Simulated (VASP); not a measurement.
A calculation with VASP 6.6.1 of LiCl (native input, structure from a POSCAR):

File INCAR:

```
  PREC = Accurate
  ENCUT = 500
  EDIFF = 1E-6
  ISMEAR = 0
  SIGMA = 0.05
  LREAL = F
  LASPH = T
  NELM = 60
  ALGO = Normal
  ISIF = 2
  LWAVE = F
  LCHARG = T
  GGA = PE
  LELF = T
  LVHAR = T
```

The input KPOINTS:

```
regular mesh
0
Gamma
  9 9 9
```

The input POSCAR:

```
LiCl
3.6271
    0.000000000000      0.707113120675      0.707113120675
    0.707113120675      0.000000000000      0.707113120675
    0.707113120675      0.707113120675      0.000000000000
Cl Li
1 1
Direct
    0.5000000000      0.5000000000      0.5000000000
    0.0000000000      0.0000000000      0.0000000000
```

Potentials or basis: VASP PAW PBE potentials, release 64 (Cl, Li).

Launch:

```sh
$ cat potpaw_PBE.64/Cl/POTCAR potpaw_PBE.64/Li/POTCAR > POTCAR
$ mpirun -np 1 vasp_std > vasp.out
```

Question: Write the same calculation in another form: ASE script, structure typed inline.

Answer: As run:

Contents of run.py:

```python
from ase import Atoms
from ase.calculators.vasp import Vasp
from ase.dft.bandgap import bandgap

atoms = Atoms(
    ['Cl', 'Li'],
    cell=[[0.0, 2.56477, 2.56477], [2.56477, 0.0, 2.56477], [2.56477, 2.56477, 0.0]],
    scaled_positions=[[0.5, 0.5, 0.5], [0.0, 0.0, 0.0]],
    pbc=True,
)
calc = Vasp(
    directory='calc',
    xc='pbe',
    pp='PBE',
    setups='minimal',
    prec='Accurate',
    encut=500,
    ediff=1e-06,
    ismear=0,
    sigma=0.05,
    lreal=False,
    lasph=True,
    nelm=60,
    algo='Fast',
    isif=2,
    lwave=False,
    lcharg=False,
    kpts=[9, 9, 9],
    gamma=True,
)
atoms.calc = calc

print('energy (eV):', atoms.get_potential_energy())
print('free energy (eV):', atoms.get_potential_energy(force_consistent=True))
print('forces (eV/A):')
print(atoms.get_forces())
print('stress (eV/A^3, Voigt):', atoms.get_stress())
print('Fermi level (eV):', calc.get_fermi_level())
gap, top, bottom = bandgap(calc)
print('band gap (eV):', gap, 'from (spin, k, band)', top, 'to', bottom)
```

Potentials or basis: VASP PAW PBE potentials, release 64 (Cl, Li).

Launch:

```bash
$ python run.py
```

Both were run:

|  | native input, structure from a POSCAR | ASE script, structure typed inline |
| --- | --- | --- |
| Pressure | 0.4 GPa | 0.4 GPa |
| Band gap on the k mesh | 6.33 eV, direct | 6.33 eV, direct |

Keys that steer only the numerical path or the files written may differ.

Caveat: an odd mesh through Γ misses points on the zone boundary, where band edges often lie.
